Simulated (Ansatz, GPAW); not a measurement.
Given: the input of a run of Ansatz 0.2.0 on SrO. 

The input input.yaml:

```yaml
crystal:
  lattice:
    - [0.0, 2.5663, 2.5663]
    - [2.5663, 0.0, 2.5663]
    - [2.5663, 2.5663, 0.0]
  atoms:
    - { symbol: Sr, position: [0.5, 0.5, 0.5] }
    - { symbol: O, position: [0.0, 0.0, 0.0] }
hamiltonian:
  xc: pbe
  pseudopotentials: { kind: paw }
kpoints:
  mp_grid: { grid: [9, 9, 9] }
scf:
  occupations: { method: gaussian, width: 0.022 }
output:
  forces: true
  stress: true
  eigenvalues: true
  write_density: true
  write_potential: true
  elf: true
  volumetric_format: npy
```

Potentials or basis: Ansatz PAW.

Run with:

```sh
$ ansatz run input.yaml --threads 2 --pin off --max-ram 5632MiB --backend cpu --events-out ev --progress --plain --runs-dir out
```

Task: Set up the same calculation for GPAW 26.7.0 (ASE script). Potentials or basis there: GPAW PAW data sets (gpaw-data 1.2.1), cutoff 800 eV.

Result: As run (cutoffs and basis follow the program's own potentials, and thresholds, step limits or extra output files can differ):

run.py

```python
from ase.dft.bandgap import bandgap
from ase.io import read, write
from ase.units import GPa
from gpaw import GPAW, PW

atoms = read('SrO.xyz')

calc = GPAW(mode=PW(800),
            xc='PBE',
            kpts={'size': (9, 9, 9), 'gamma': True},
            occupations={'name': 'methfessel-paxton', 'order': 0, 'width': 0.022},
            nbands=16,
            convergence={'density': 1e-05, 'energy': 1e-05},
            maxiter=150,
            txt='gpaw.txt')
atoms.calc = calc
energy = atoms.get_potential_energy()
forces = atoms.get_forces()
stress = atoms.get_stress()
calc.write('gs.gpw')
write('result.traj', atoms)
print(f'Energy: {energy:.6f} eV')
print('Forces (eV/A):')
print(forces.round(4))
print('Stress (GPa):', (stress / GPa).round(3))
print('Fermi level:', round(calc.get_fermi_level(), 4), 'eV')
print(f'Gap: {bandgap(calc)[0]:.4f} eV, direct: {bandgap(calc, direct=True)[0]:.4f} eV')
```

Contents of SrO.xyz:

```xyz
2
Lattice="0.0000000000 2.5663000000 2.5663000000 2.5663000000 0.0000000000 2.5663000000 2.5663000000 2.5663000000 0.0000000000" Properties=species:S:1:pos:R:3 pbc="T T T"
Sr     2.5663000000      2.5663000000      2.5663000000
O      0.0000000000      0.0000000000      0.0000000000
```

Potentials or basis: GPAW PAW data sets (gpaw-data 1.2.1), pw.

Command:

```bash
$ OMP_NUM_THREADS=1 python run.py
```

Both were run:

|  | Ansatz | GPAW |
| --- | --- | --- |
| Pressure | 3.3 GPa | 3.8 GPa |

Ansatz's pressure holds a Pulay term of +0.37 GPa for its cutoff of 420 eV, which the other run lacks.

Where Ansatz's input types no cutoff or centring, it takes its own default and a Γ-centred mesh.

Pressure is positive in compression.
